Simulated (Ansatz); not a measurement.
A crystal relaxed with r2SCAN in the PAW code Ansatz has space group P3m1 (No. 156) and a = 4.012 Å, c = 9.811 Å.

| atom | site | x | y | z |
| --- | --- | --- | --- | --- |
| Xx | 1a | 0.0000 | 0.0000 | 0.9994 |
| Ga | 1c | 0.6667 | 0.3333 | 0.6665 |
| Ga | 1b | 0.3333 | 0.6667 | 0.3337 |
| As | 1c | 0.6667 | 0.3333 | 0.9171 |
| As | 1b | 0.3333 | 0.6667 | 0.5834 |
| As | 1a | 0.0000 | 0.0000 | 0.2499 |

r2SCAN gives a direct gap of 1.26 eV at Γ. The HSE06 gap is direct at Γ: 1.65 eV. Meshes: r2SCAN 12×12×4, HSE06 6×6×2. r2SCAN's ε∞ is 10.4 along x and y, 10.2 along z.

Q: Which element is Xx?
A. B
B. In
C. Tl
D. Al

A: D. Xx is Al: AlGa2As3, ordered on the zincblende lattice (P3m1) with 6 atoms a cell. Al is surrounded by 4 As at 2.45–2.46 Å; Ga is surrounded by 4 As at 2.46 Å; Ga is surrounded by 4 As at 2.45–2.46 Å; As is surrounded by 3 Al at 2.45 Å and 1 Ga at 2.46 Å; As is surrounded by 4 Ga at 2.45–2.46 Å; As is surrounded by 1 Al at 2.46 Å and 3 Ga at 2.46 Å.

The cell comes from a prototype generator: it can be a known phase or a hypothetical one. Spin polarisation is off.

The runs are scalar-relativistic, without spin-orbit coupling.

The meshes of the hybrids are coarse, so their gaps aren't converged to the digits shown.
